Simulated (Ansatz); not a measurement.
Runs of Ansatz 0.2.0 on In. It takes space group Im-3m (No. 229, cubic). The conventional cell has a = 3.765 Å, b = 3.765 Å, c = 3.765 Å, α = 90.00°, β = 90.00°, γ = 90.00°. Around In (site symmetry m-3m) lie 8 In at 3.26 Å. This isn't the form of In at room conditions, which is tetragonal.

| level | gap on the mesh (eV) | pressure (GPa) | relaxed volume (Å³/atom) |
| --- | --- | --- | --- |
| RPBE | none | 0.0 | 29.15 |
| PBEsol | none | 0.0 | 25.76 |
| PBE | none | 0.0 | 27.79 |
| LDA | none | 0.0 | (a) |
| revPBE | none | 0.0 | (b) |

Alike in all rows: task relaxation of cell and atoms; potentials or basis Ansatz PAW; no spin polarisation; cell relaxed; k mesh 10 × 10 × 10; cutoff (eV) 420; smearing fermi-dirac 0.05 eV.

Fill in the values left out.

(a) 24.81; (b) 28.76.

Caveats: the plane-wave basis is chosen anew once the cell has moved, so the energies of steps on either side of that aren't comparable; the PAW data sets come from PBE, with cores solved anew for the run's functional, which leaves a small shift of forces and pressure (some runs).

A k mesh can miss the band edges, and the runs leave out spin-orbit coupling on In.

A gap of «none» marks a metal or a gap under the smearing width.
